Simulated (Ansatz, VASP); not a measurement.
**MgI2: VASP beside Ansatz**

```xyz
3
Lattice="4.2072 0.0000 -0.3086 -2.1036 3.6435 0.1543 -0.5730 0.0000 8.0203" Properties=species:S:1:pos:R:3 pbc="T T T"
Mg    0.0000    0.0000    0.0000
I    -0.6943    2.4298    6.3528
I     2.2249    1.2138    1.5132
```

Change from the starting cell: engineering shear strain xz -0.1467, normal strain along z +0.0267.

Alike in both runs: functional PBE; k mesh 6 × 6 × 4; occupations gaussian, width 0.05 eV; no spin polarisation.

Ansatz relaxed the structure, and its values are those at the end. VASP's run is a single point on that final structure, the one shown.

|  | VASP | Ansatz |
| --- | --- | --- |
| version | VASP 6.6.1 | Ansatz 0.2.0 |
| potentials or method | VASP PAW PBE potentials, release 64 (Mg, I) | scalar-relativistic, plane waves, PAW |
| plane-wave cutoff (eV) | 520 | 520 |
| valence electrons in the cell | 16 | 44 |

```tsv
	VASP	Ansatz	Ansatz less VASP
gap on the k mesh at the Fermi level (eV)	3.54	3.56	+0.017
least direct gap on the mesh (eV)	3.71	3.72	+0.014
pressure (GPa)	-0.1	0.0	+0.05
rms of the force components (eV/Å)	0.008	0.003	-0.0047
```

The two sets of potentials don't hold the same shells in valence. Ansatz warned: «stress_scf_threshold_loose».

Caveats: spin-orbit coupling is left out, which moves the levels of the heavy elements. A k mesh can miss the band edges.
